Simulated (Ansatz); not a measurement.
TiAl₃: do energies and stresses tell the same story?

Computed with Ansatz 0.2.0, DFT PBEsol, scalar-relativistic, plane waves, PAW.

Plane waves to 420 eV, a k mesh through Γ of 10×10×10 on the computed 4-atom cell and Gaussian smearing (0.10 eV); no spin polarisation.

Relaxed cell: Pm-3m, a = 3.948 Å, b = 3.948 Å, c = 3.948 Å, α = 90.00°, β = 90.00°, γ = 90.00°, 4 atoms in the primitive cell. This form isn't the usual stable structure of the compound.

Energies at zero smearing and pressures from the stress tensor, at volumes with shape and atoms relaxed:
| V (Å³/atom) | E − E(first) (meV/atom) | P (GPa) |
| --- | --- | --- |
| 13.542 | 0.00 | 18.45 |
| 14.003 | -44.68 | 12.74 |
| 14.465 | -74.09 | 7.83 |
| 14.926 | -90.39 | 3.62 |
| 15.388 | -95.41 | -0.01 |
| 15.850 | -90.75 | -3.12 |
| 16.311 | -77.75 | -5.80 |
| 16.927 | -49.48 | -8.78 |

Check P = −dE/dV between neighbouring volumes, and get the bulk modulus from the pressures alone.

With 1 eV/Å³ = 160.2 GPa:
```
middle V (Å³/atom)  −ΔE/ΔV (GPa) mean P (GPa)
            13.772        15.506        15.597
            14.234        10.208        10.286
            14.696         5.657         5.725
            15.157         1.744         1.806
            15.619        -1.619        -1.563
            16.081        -4.510        -4.458
            16.619        -7.360        -7.288
```

The two differ by 0.09 GPa at most. The mean of two end pressures misses the average over a step by about ΔV² P″/12, up to 0.07 GPa here; with that taken off 0.02 GPa remains. Around V = 15.388 Å³/atom, the two neighbours give B = −V ΔP/ΔV = 15.388 × 6.74 / 0.923 = 112.3 GPa, against B0 = 111.8 GPa from the Birch–Murnaghan fit of the energies.